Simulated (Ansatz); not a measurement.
**AlGa3N4: under pressure**

An exercise on one series of results from a longer session: the logs are not shown, and one member is left open.

Method: DFT r2SCAN, scalar-relativistic, plane waves, PAW, in Ansatz 0.2.0.

2 further runs of the same task are left out: 2 set aside as unsound or not needed.

### The system as given

The structure is cubic, space group P-43m (No. 215). The conventional cell has a = 4.465 Å, b = 4.465 Å, c = 4.465 Å, α = 90.00°, β = 90.00°, γ = 90.00°. Al (site symmetry -43m) has 4 N at 1.89 Å in its first shell of neighbours. Ga (site symmetry -42m) is surrounded by 4 N at 1.95 Å. N (site symmetry 3m) has 1 Al at 1.89 Å and 3 Ga at 1.95 Å in its first shell of neighbours.

Coordinates:

```xyz
8
Lattice="4.4653 0.0000 0.0000 0.0000 4.4653 0.0000 0.0000 0.0000 4.4653" Properties=species:S:1:pos:R:3 pbc="T T T"
Al    0.0000    0.0000    0.0000
Ga    2.2327    2.2327    0.0000
Ga    2.2327    0.0000    2.2327
Ga    0.0000    2.2327    2.2327
N     3.3729    3.3729    1.0924
N     3.3729    1.0924    3.3729
N     1.0924    3.3729    3.3729
N     1.0924    1.0924    1.0924
```

It goes back to an entry of the Materials Project, which need not be the stable form.

This cell was relaxed beforehand with the same method: volume 11.13 Å³/atom, gap on the mesh 2.82 eV.

The first run:

Contents of input.yaml:

```yaml
crystal:
  lattice:
    - [4.4800793998, 0.0, 0.0]
    - [0.0, 4.4800793998, 0.0]
    - [0.0, 0.0, 4.4800793998]
  atoms:
    - { symbol: Al, position: [0.0, 0.0, 0.0] }
    - { symbol: Ga, position: [0.5, 0.5, 0.0] }
    - { symbol: Ga, position: [0.5, 0.0, 0.5] }
    - { symbol: Ga, position: [0.0, 0.5, 0.5] }
    - { symbol: "N", position: [0.7553510551, 0.7553510551, 0.2446489449] }
    - { symbol: "N", position: [0.7553510551, 0.2446489449, 0.7553510551] }
    - { symbol: "N", position: [0.2446489449, 0.7553510551, 0.7553510551] }
    - { symbol: "N", position: [0.2446489449, 0.2446489449, 0.2446489449] }
basis:
  ecutwfc: 500
kpoints:
  mp_grid: { grid: [6, 6, 6] }
hamiltonian:
  xc: r2scan
scf:
  occupations: { method: gaussian, width: 0.02 }
output:
  forces: true
  stress: true
  eigenvalues: true
relax:
  adjacent_minimum: "off"
  f_tol: 0.008
  max_steps: 50
  cell: { stress_tol: 0.08, p_target: -1.0 }
```

On the command line:

```bash
$ ansatz run input.yaml --threads 2 --pin off --max-ram 5120MiB --backend cpu --events-out ev --progress --plain --runs-dir out
```

Steps of the session up to this table: -1 GPa; Band edges over the zone at -1 GPa; Relaxing at 1 GPa; The gap over the whole zone at 1 GPa; Relaxing at 4 GPa; The gap over the whole zone at 4 GPa; Relaxing at 12 GPa; The gap over the whole zone at 12 GPa; 25 GPa; The gap over the whole zone at 25 GPa.

One of the session's tables, all rows but one given; the rest of the session is left out.

Lengths are those of the vectors of the cell that was run:

```
P (GPa)  V (Å³/atom)  a (Å)  b (Å)  c (Å)  ΔH (eV/atom)
     -1        11.19  4.473  4.473  4.473        -0.070
      0        11.13  4.465  4.465  4.465         0.000
      1        11.07  4.458  4.458  4.458         0.069
      4        10.92  4.437  4.437  4.437         0.275
     12            ?      ?      ?      ?             ?
     25        10.06  4.317  4.317  4.317         1.646
```

Q: Estimate the row for P (GPa) = 12 from the others.

Worked estimate for «V (Å³/atom)». A straight line through the neighbours (4, 10.92) and (25, 10.06) gives 10.92 + (10.06 − 10.92) × (12 − 4) / (25 − 4) = 10.59; a parabola fitted to 3 rows on both sides gives 10.55.

The run gave: V (Å³/atom): 10.55; a (Å): 4.386; b (Å): 4.386; c (Å): 4.386; ΔH (eV/atom): 0.811. In «V (Å³/atom)» the line misses by +0.04 and the parabola by 0.00.

ΔH is E + PV over the energy at zero pressure; a, b and c are the vectors of the computed cell.
